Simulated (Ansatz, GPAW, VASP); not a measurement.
Cs: programs and potentials compared

```xyz
1
Lattice="-3.1285 3.1285 3.1285 3.1285 -3.1285 3.1285 3.1285 3.1285 -3.1285" Properties=species:S:1:pos:R:3 pbc="T T T"
Cs    0.0000    0.0000    0.0000
```

Alike in all runs: task single point; functional PBE; k mesh 6 × 6 × 6; occupations gaussian, width 0.02 eV; no spin polarisation; no spin-orbit coupling. Pressure is positive in compression and, in plane waves, holds the error of the finite cutoff.

```
                        program and potentials  plane-wave cutoff (eV)  notes  band gap (eV)  pressure (GPa)
    GPAW, GPAW PAW data sets (gpaw-data 1.2.1)                     600      -         no gap           -0.07
Ansatz, all-electron LAPW, scalar-relativistic                       -      -         no gap           -0.07
 VASP, PBE PAW files Cs_sv, release 54, 520 eV                     520      -         no gap           -0.07
```

None finds a gap. All agree on the pressure.

Differences between rows come from potentials, basis sets and numerical settings, since the functional is the same but for its coding. Runs on potential files found faulty are left out.
